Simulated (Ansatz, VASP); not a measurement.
**Ru: VASP beside Ansatz**

```
Ru
1.0
     1.41304    0.81582    6.82913
    -1.41304    0.81582    6.82913
     0.00000   -1.63164    6.82913
Ru
3
Direct
  0.00000 0.00000 0.00000
  0.22222 0.22222 0.22222
  0.77778 0.77778 0.77778
```

Alike in both runs: task single point; functional r2SCAN; k mesh 9 × 9 × 9; occupations gaussian, width 0.1 eV; no spin polarisation.

|  | VASP | Ansatz |
| --- | --- | --- |
| version | VASP 6.6.1 | Ansatz 0.2.0 |
| potentials or method | VASP PAW PBE potentials, release 64 (Ru_pv) | scalar-relativistic, plane waves, PAW |
| plane-wave cutoff (eV) | 520 | 500 |
| valence electrons in the cell | 42 | 48 |

```csv
,VASP,Ansatz,Ansatz less VASP
gap on the k mesh at the Fermi level (eV),none,none,-
rms of the force components (eV/Å),0.229,0.229,+0.0002
```

Atom by atom the forces differ by 0.000 eV/Å (rms over components). A gap of «none» marks a metal or a gap that the smearing closes. The two sets of potentials don't hold the same shells in valence.

Caveats: the PAW data sets were made with another functional, which shifts forces and pressure a little (VASP).
